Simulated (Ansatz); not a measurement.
A run of Ansatz 0.2.0 is set up as follows.

input.yaml

```yaml
crystal:
  lattice:
    - [0.0, 3.205, 3.205]
    - [3.205, 0.0, 3.205]
    - [3.205, 3.205, 0.0]
  atoms:
    - { symbol: Te, position: [0.75, 0.75, 0.75] }
    - { symbol: Cd, position: [0.0, 0.0, 0.0] }
hamiltonian:
  xc: pbe
  pseudopotentials: { kind: paw }
kpoints:
  mp_grid: { grid: [7, 7, 7] }
scf:
  occupations: { method: fermi_dirac, width: 0.05 }
basis:
  ecutwfc: "500 eV"
output:
  forces: true
  stress: true
  eigenvalues: true
```

Potentials or basis: Ansatz PAW.

The run is started by

```console
$ ansatz run input.yaml --threads 2 --pin off --max-ram 5120MiB --backend cpu --events-out ev --progress --plain --runs-dir out
```

Task: Estimate the band gap on the k mesh.

Result: 0.87 eV, direct.

Task: Predict the pressure.

Result: 4.2 GPa.

Caveat: odd divisions of the mesh miss points on the zone boundary, where band edges often lie, so the gap on the mesh can be too wide; spin-orbit coupling is left out, which moves the levels of the heavy elements.

**Experimental background.**

From a printed reference work, data compilation, for a bulk crystal of CdTe at 0 K: band gap 1.607 eV.

Against the measured gap of CdTe, 1.607 eV (0 K; a printed reference work, data compilation), the calculated 0.87 eV is off by -0.73 eV. Spin-orbit coupling on Cd, Te is left out. The value is that of PBE, without temperature or zero-point motion. Semilocal functionals fall short of measured gaps as a rule.
